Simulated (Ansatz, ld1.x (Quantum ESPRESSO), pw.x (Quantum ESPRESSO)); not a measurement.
## Equation-of-state test of one TM potential (thallium (Tl))

- Element: Tl (Z = 81)
- Generator: ld1.x (Quantum ESPRESSO) 7.5
- Type: norm-conserving Troullier–Martins (Kleinman–Bylander form)
- Functional: PBE
- Relativity: scalar-relativistic
- Frozen core: [Xe] 4f14
- Valence charge: 13
- Reference configuration: 5d10 6s2 6p1
- Partial waves: 6s (bound): rc 2.46 bohr; 5d (bound): rc 1.30 bohr; 6p (bound): rc 3.05 bohr
- Local potential: the p channel
- Core correction: Bessel-smoothed model core inside 1.20 bohr

Atomic tests: cutoffs needed: 80 Ry and 100 Ry (the cutoffs (Ry, on a coarse ladder) from which the occupation-weighted sum of valence levels, in a spherical-Bessel basis at the reference potential, stays within 10 and 1 mRy of its value at 400 Ry); ghost test: no extra level below or beside the all-electron valence levels (s, d, p, f tested) (spherical-Bessel basis up to 400 Ry, 20 bohr box); largest excitation error: -160 meV (all-electron minus pseudo) for 5d9 6s2 6p2, out of 7 test configurations.

Crystal test: bcc Tl in pw.x 7.5, no spin, 12³ k-points, Fermi–Dirac smearing 0.01 Ry, cutoffs 120/480 Ry. The reference is all-electron LAPW (Ansatz 0.2.0) with the same functional, mesh and smearing; V0 and B0 come from Birch–Murnaghan fits to the pressures at five volumes. Errors are pseudo minus all-electron; Δ is the rms difference of the E(V) curves that follow from these fits, minima aligned, over ±6 % about the mean V0. Mesh and smearing are coarse, so the numbers serve the comparison and aren't converged zero-temperature values; the lattice is a test structure that the element need not adopt.

```json
{"V (Å³/atom)": "30.188", "P all-electron (GPa)": "1.25", "P pseudo (GPa)": "2.13"}
{"V (Å³/atom)": "30.983", "P all-electron (GPa)": "0.46", "P pseudo (GPa)": "1.24"}
{"V (Å³/atom)": "31.777", "P all-electron (GPa)": "-0.21", "P pseudo (GPa)": "0.48"}
{"V (Å³/atom)": "32.571", "P all-electron (GPa)": "-0.78", "P pseudo (GPa)": "-0.16"}
{"V (Å³/atom)": "33.366", "P all-electron (GPa)": "-1.26", "P pseudo (GPa)": "-0.72"}
```

All-electron: a0 = 3.980 Å (V0 = 31.52 Å³/atom), B0 = 25.8 GPa.

Pseudopotential: mean pressure error (GPa): +0.70; a0 (Å): 4.015; a0 error (%): +0.88; B0 error (%): -1.4; Δ (meV/atom): 4.7. This is a poor potential for the solid.

At the middle volume, how do free energy and pressure move when the wave cutoff is lowered (ecutrho kept at four times it)?

```tsv
cutoff (Ry)	shift of F (meV/atom)	shift of P (GPa)
54	+290.9	-0.04
72	+141.5	-2.69
96	+6.0	-0.38
```

The run at the middle volume (72 k-points, 6 iterations) took about 44 s on one core of a shared host (Neoverse-V1, 64 threads, 503 GiB, load 12).
